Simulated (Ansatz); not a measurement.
## Band table of CdTe (rocksalt type)

```yaml
crystal:
  lattice:
    - [0.00000, 2.99928, 2.99928]
    - [2.99928, 0.00000, 2.99928]
    - [2.99928, 2.99928, 0.00000]
  atoms:
    - { symbol: Cd, position: [0.00000, 0.00000, 0.00000] }
    - { symbol: Te, position: [0.50000, 0.50000, 0.50000] }
```

The cell comes from a relaxation on PAW files under the same functional, begun from a prototype that needn't be the stable phase.

All numbers are PBEsol results (scalar-relativistic) from Ansatz 0.2.0, with a Γ-centred 13×13×13 k mesh, Fermi–Dirac smearing of 0.05 eV, no spin polarisation. Methods: PAW: frozen-core files, cutoff 420 eV.

This run: the series' base cell.

Spin–orbit coupling is left out, which matters for the heavy atoms. The PAW files were made under PBE.

Path points, in fractions of the reciprocal vectors: Γ (0.000, 0.000, 0.000), X (0.500, 0.000, 0.500), U (0.625, 0.250, 0.625), K (0.375, 0.375, 0.750), L (0.500, 0.500, 0.500), W (0.500, 0.250, 0.750). The distance column jumps between branches of the path. Levels in eV from the Fermi level; bands 10 to 20, counted from the lowest band of the run. The gap is zero, the pressure 0.01 GPa.

```
# k(1/Å) point b10 b11 b12 b13 b14 b15 b16 b17 b18 b19 b20
0.000 Γ -11.94 -8.34 -8.34 -8.30 -8.30 -8.30 -0.50 -0.50 -0.50 0.52 7.17
0.131 - -11.90 -8.36 -8.34 -8.30 -8.30 -8.30 -1.07 -0.58 -0.58 1.23 6.68
0.262 - -11.77 -8.40 -8.34 -8.31 -8.28 -8.28 -1.80 -0.79 -0.79 2.31 5.38
0.393 - -11.58 -8.43 -8.33 -8.32 -8.27 -8.27 -2.42 -1.09 -1.09 2.65 4.83
0.524 - -11.37 -8.39 -8.34 -8.31 -8.24 -8.24 -2.93 -1.43 -1.43 1.56 4.96
0.655 - -11.19 -8.36 -8.30 -8.22 -8.21 -8.21 -3.38 -1.75 -1.75 0.36 4.59
0.786 - -11.07 -8.37 -8.29 -8.18 -8.18 -7.92 -3.82 -2.01 -2.01 -0.58 4.33
0.917 - -11.02 -8.38 -8.29 -8.16 -8.16 -7.58 -4.23 -2.18 -2.18 -1.16 4.18
1.047 X -11.00 -8.38 -8.28 -8.15 -8.15 -7.41 -4.43 -2.24 -2.24 -1.34 4.13
1.094 - -11.00 -8.38 -8.29 -8.16 -8.15 -7.42 -4.42 -2.35 -2.23 -1.23 4.15
1.140 - -10.99 -8.38 -8.29 -8.16 -8.15 -7.43 -4.39 -2.60 -2.20 -0.98 4.22
1.186 - -10.98 -8.37 -8.30 -8.17 -8.16 -7.45 -4.35 -2.87 -2.14 -0.69 4.35
1.233 - -10.96 -8.37 -8.32 -8.17 -8.16 -7.47 -4.29 -3.15 -2.06 -0.40 4.52
1.279 - -10.94 -8.37 -8.33 -8.18 -8.16 -7.51 -4.21 -3.42 -1.97 -0.10 4.73
1.325 - -10.91 -8.36 -8.35 -8.20 -8.16 -7.55 -4.12 -3.67 -1.85 0.18 4.97
1.371 - -10.89 -8.37 -8.36 -8.21 -8.17 -7.60 -4.02 -3.89 -1.72 0.45 5.24
1.418 U -10.86 -8.39 -8.35 -8.22 -8.17 -7.66 -4.08 -3.90 -1.57 0.70 5.49
2.059 K -10.86 -8.39 -8.35 -8.22 -8.17 -7.66 -4.08 -3.90 -1.57 0.70 5.49
2.198 - -10.81 -8.45 -8.35 -8.26 -8.19 -7.87 -4.46 -3.46 -1.05 1.43 5.81
2.337 - -10.84 -8.48 -8.37 -8.29 -8.21 -8.05 -4.51 -2.94 -0.50 2.15 5.19
2.476 - -11.00 -8.50 -8.41 -8.31 -8.23 -8.15 -4.28 -2.37 -0.05 2.94 4.66
2.615 - -11.25 -8.48 -8.41 -8.32 -8.25 -8.21 -3.80 -1.79 0.12 3.81 3.95
2.754 - -11.52 -8.44 -8.39 -8.32 -8.27 -8.25 -3.09 -1.26 0.01 3.15 4.82
2.892 - -11.74 -8.39 -8.36 -8.31 -8.29 -8.28 -2.21 -0.85 -0.23 2.24 5.88
3.031 - -11.89 -8.36 -8.35 -8.30 -8.30 -8.29 -1.22 -0.59 -0.43 1.25 6.59
3.170 Γ -11.94 -8.34 -8.34 -8.30 -8.30 -8.30 -0.50 -0.50 -0.50 0.52 7.17
3.284 - -11.91 -8.35 -8.35 -8.30 -8.30 -8.30 -1.07 -0.49 -0.49 1.06 6.68
3.397 - -11.81 -8.37 -8.37 -8.31 -8.29 -8.29 -1.95 -0.44 -0.44 1.82 6.06
3.510 - -11.64 -8.40 -8.40 -8.32 -8.27 -8.27 -2.83 -0.37 -0.37 2.43 5.60
3.624 - -11.43 -8.43 -8.43 -8.33 -8.25 -8.25 -3.65 -0.28 -0.28 2.76 5.28
3.737 - -11.20 -8.47 -8.47 -8.35 -8.23 -8.23 -4.37 -0.18 -0.18 2.82 4.73
3.851 - -10.96 -8.50 -8.50 -8.38 -8.22 -8.22 -4.94 -0.08 -0.08 2.75 4.30
3.964 - -10.79 -8.52 -8.52 -8.40 -8.20 -8.20 -5.31 -0.01 -0.01 2.66 4.03
4.077 L -10.72 -8.52 -8.52 -8.41 -8.20 -8.20 -5.44 0.01 0.01 2.63 3.94
4.170 - -10.73 -8.52 -8.50 -8.41 -8.20 -8.20 -5.42 -0.25 -0.07 2.84 3.57
4.262 - -10.74 -8.51 -8.43 -8.39 -8.20 -8.19 -5.33 -0.82 -0.32 3.09 3.23
4.355 - -10.76 -8.49 -8.37 -8.35 -8.19 -8.15 -5.20 -1.47 -0.73 2.75 3.55
4.448 - -10.78 -8.48 -8.34 -8.30 -8.19 -8.05 -5.00 -2.09 -1.26 2.57 3.83
4.540 - -10.81 -8.46 -8.32 -8.29 -8.18 -7.90 -4.73 -2.64 -1.84 2.50 4.12
4.633 - -10.82 -8.44 -8.30 -8.29 -8.17 -7.74 -4.40 -3.08 -2.44 2.49 4.41
4.725 - -10.84 -8.43 -8.29 -8.29 -8.16 -7.62 -4.00 -3.37 -3.00 2.50 4.66
4.818 W -10.84 -8.43 -8.29 -8.29 -8.15 -7.58 -3.60 -3.47 -3.47 2.51 4.76
4.883 - -10.85 -8.42 -8.31 -8.27 -8.15 -7.58 -3.67 -3.57 -3.26 2.26 5.04
4.949 - -10.87 -8.40 -8.33 -8.25 -8.15 -7.56 -3.85 -3.50 -3.05 1.72 5.66
5.014 - -10.89 -8.38 -8.35 -8.22 -8.15 -7.53 -4.02 -3.37 -2.84 1.10 5.24
5.080 - -10.92 -8.36 -8.35 -8.20 -8.15 -7.50 -4.16 -3.19 -2.65 0.47 4.86
5.145 - -10.95 -8.37 -8.32 -8.18 -8.15 -7.47 -4.27 -2.96 -2.49 -0.13 4.55
5.211 - -10.98 -8.38 -8.30 -8.17 -8.15 -7.44 -4.36 -2.69 -2.36 -0.67 4.32
5.276 - -11.00 -8.38 -8.29 -8.16 -8.15 -7.42 -4.41 -2.40 -2.27 -1.13 4.18
5.342 X -11.00 -8.38 -8.28 -8.15 -8.15 -7.41 -4.43 -2.24 -2.24 -1.34 4.13
```
